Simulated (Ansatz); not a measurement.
# Al2Pt: the cost of one run

Method: DFT PBEsol, scalar-relativistic, plane waves, PAW, in Ansatz 0.2.0.

6 further runs of the same task are left out: 6 set aside as unsound or not needed.

### Step 1. Starting point

Symmetry: Fm-3m, No. 225, cubic system. Conventional cell: a = 5.897 Å, b = 5.897 Å, c = 5.897 Å, α = 90.00°, β = 90.00°, γ = 90.00°. Around Al (site symmetry -43m) lie 4 Pt at 2.55 Å. Around Pt (site symmetry m-3m) lie 8 Al at 2.55 Å.

Structure file:

```xyz
3
Lattice="0.0000 2.9483 2.9483 2.9483 0.0000 2.9483 2.9483 2.9483 0.0000" Properties=species:S:1:pos:R:3 pbc="T T T"
Al    1.4741    1.4741    1.4741
Al    4.4224    4.4224    4.4224
Pt    0.0000    0.0000    0.0000
```

This cell was relaxed beforehand with the same method: volume 17.08 Å³/atom, gap on the mesh none (metal).

### Step 2. What is varied

Gamma surface: rigid slide across a plane, one fault a cell; the plane is (1 1 1) of the conventional cell, and the faces at the cut hold Al and Al.

- slide along a1: 12 values from 0.000 to 0.917, periodic
- slide along a2: 12 values from 0.000 to 0.917, periodic

Nothing else is relaxed (rigid halves, spacing across the cut fixed). Energies count from the perfect crystal. Points are written as (first, second).

The two vectors of the plane (Å): (2.948, -2.948, 0.000); (2.948, 0.000, -2.948).

### Step 3. The run at (1/12, 1/12) of the map's two axes

File input.yaml:

```yaml
crystal:
  lattice:
    - [2.9482572969, -2.9482572969, 0.0]
    - [2.9482572969, 0.0, -2.9482572969]
    - [6.3878908098, 5.6508264856, 5.6508264856]
  atoms:
    - { symbol: Al, position: [0.6319430556, 0.6319430556, 0.4166833333] }
    - { symbol: Al, position: [0.9930541667, -0.0069458333, 0.08335] }
    - { symbol: Al, position: [0.2708319444, 0.2708319444, 0.7500166667] }
    - { symbol: Al, position: [0.5902763889, 0.5902763889, 0.9166833333] }
    - { symbol: Al, position: [0.9513875, -0.0486125, 0.58335] }
    - { symbol: Al, position: [0.3124986111, 0.3124986111, 0.2500166667] }
    - { symbol: Pt, position: [0.2916652778, 0.2916652778, 0.5000166667] }
    - { symbol: Pt, position: [0.6527763889, 0.6527763889, 0.1666833333] }
    - { symbol: Pt, position: [0.9305541667, -0.0694458333, 0.83335] }
basis:
  ecutwfc: 420
kpoints:
  mp_grid: { grid: [11, 11, 4] }
hamiltonian:
  xc: pbesol
scf:
  occupations: { method: gaussian, width: 0.15 }
output:
  forces: true
  stress: true
  eigenvalues: true
```

On the command line:

```bash
ansatz run input.yaml --threads 2 --pin off --max-ram 4096MiB --backend cpu --events-out ev --progress --plain --runs-dir out
```

What time and memory should one allow on 2 threads of AMD EPYC 9R45 (Zen 5), shared host?

About 8.1 s, with a peak of 0.91 GiB.
